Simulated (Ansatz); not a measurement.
# InSe: the cost of one run

Method: DFT PBE+D3(BJ), scalar-relativistic, plane waves, PAW, in Ansatz 0.2.0.

A COD entry behind a cell of this session may itself be a prediction, so a difference from it is no test against experiment.

18 further runs of the same task are left out: 18 set aside as unsound or not needed.

## Step 1: The system as given

The structure is hexagonal, space group P-6m2 (No. 187). The conventional cell has a = 4.228 Å, b = 4.228 Å, c = 36.721 Å, α = 90.00°, β = 90.00°, γ = 120.00°. Se (site symmetry 3m) has 3 In at 2.73 Å as nearest neighbours. In (site symmetry 3m) has 1 In at 2.61 Å and 3 Se at 2.73 Å as nearest neighbours.

Structure file:

```
Se In
1.0
     4.22800    0.00000    0.00000
    -2.11400    3.66156    0.00000
     0.00000    0.00000   36.72119
Se In
2 2
Direct
  0.00000 0.00000 0.43143
  0.00000 0.00000 0.56854
  0.66667 0.33333 0.46441
  0.66667 0.33333 0.53556
```

This is the geometry of the first run shown, built on a cell relaxed beforehand with the same method.

## Step 2: Plan of the line

Atoms count from 1 in the order of the input.

The lattice constant and the thickness of a sheet are varied, nothing relaxed.

First coordinate, lattice constant a of the sheet (both vectors scaled alike): 7 values from 3.825 to 4.228 Å. Second coordinate, thickness: height of Se4 above Se1, all heights scaled alike: 7 values from 5.035 to 5.736 Å.

Nothing else is relaxed. Points are written as (first, second).

## Step 3: Grid point (4.228 Å, 5.035 Å)

The sheet is isolated along c: the input cuts the Coulomb interaction between periodic copies.

Input file input.yaml:

```yaml
crystal:
  lattice:
    - [4.228, 0.0, 0.0]
    - [-2.114, 3.6615554072, 0.0]
    - [0.0, 0.0, 36.7211901288]
  atoms:
    - { symbol: Se, position: [0.0, 0.0, 0.4314289814] }
    - { symbol: In, position: [0.6666666667, 0.3333333333, 0.4644126644] }
    - { symbol: In, position: [0.6666666667, 0.3333333333, 0.535559641] }
    - { symbol: Se, position: [0.0, 0.0, 0.5685432738] }
  periodic: [true, true, false]
basis:
  ecutwfc: 420
kpoints:
  mp_grid: { grid: [9, 9, 1] }
hamiltonian:
  xc: pbe
  dispersion: d3bj
scf:
  occupations: { method: gaussian, width: 0.02 }
output:
  forces: true
  stress: true
  eigenvalues: true
```

Started as:

```console
ansatz run input.yaml --threads 2 --pin off --max-ram 6144MiB --backend cpu --events-out ev --progress --plain --runs-dir out
```

**Question.** How long does this run take on 2 threads of Intel Xeon 6975P-C (Granite Rapids), shared host, and how much memory does it need?

About 6.2 s, with a peak of 0.8 GiB.
